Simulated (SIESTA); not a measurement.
The system is Te2Pt (Moncheite).

```
Pt Te
1.0
     4.01000    0.00000    0.00000
    -2.00500    3.47276    0.00000
     0.00000    0.00000    5.20100
Pt Te
1 2
Direct
  0.00000 0.00000 0.00000
  0.66667 0.33333 0.75000
  0.33333 0.66667 0.25000
```

Base run:

| Quantity | Value |
| --- | --- |
| Program | SIESTA 5.4.2 |
| Functional | PW91 |
| Potentials or basis | PseudoDojo 0.4 standard (PBE files) |
| Basis | DZP (energy shift 0.003 Ry; two zetas on semicore shells) |
| Grid cutoff | 800 Ry |
| Energy shift | 0.003 Ry |
| k mesh | 8 × 8 × 5 |
| Occupations | fermi-dirac, width 0.05 eV |
| Spin | no spin polarisation |

Its results: band gap on the k mesh none (metal or under the smearing width); pressure 12.1 GPa; largest force 1.643 eV/Å.

Q: After a change of settings the same cell gave: band gap on the k mesh none (metal or under the smearing width); pressure 18.7 GPa; largest force 1.955 eV/Å. Which change was it?
A. functional from PW91 to revPBE
B. functional from PW91 to LDA; potentials or basis from PseudoDojo 0.4 standard (PBE files) to PseudoDojo 0.4 standard (LDA files)
C. functional from PW91 to BLYP
D. functional from PW91 to AM05; potentials or basis from PseudoDojo 0.4 standard (PBE files) to PseudoDojo 0.4 standard (PBEsol files)

A: C.

BLYP binds less tightly than PW91, so the same cell stands under more pressure.

Caveats: short orbitals over semicore shells can move pressures by several GPa; the potentials were made for another functional, which shifts forces and pressure; spin-orbit coupling is left out, which moves the levels of the heavy elements; the basis of atomic orbitals isn't converged, which shifts pressures, moduli and gaps.
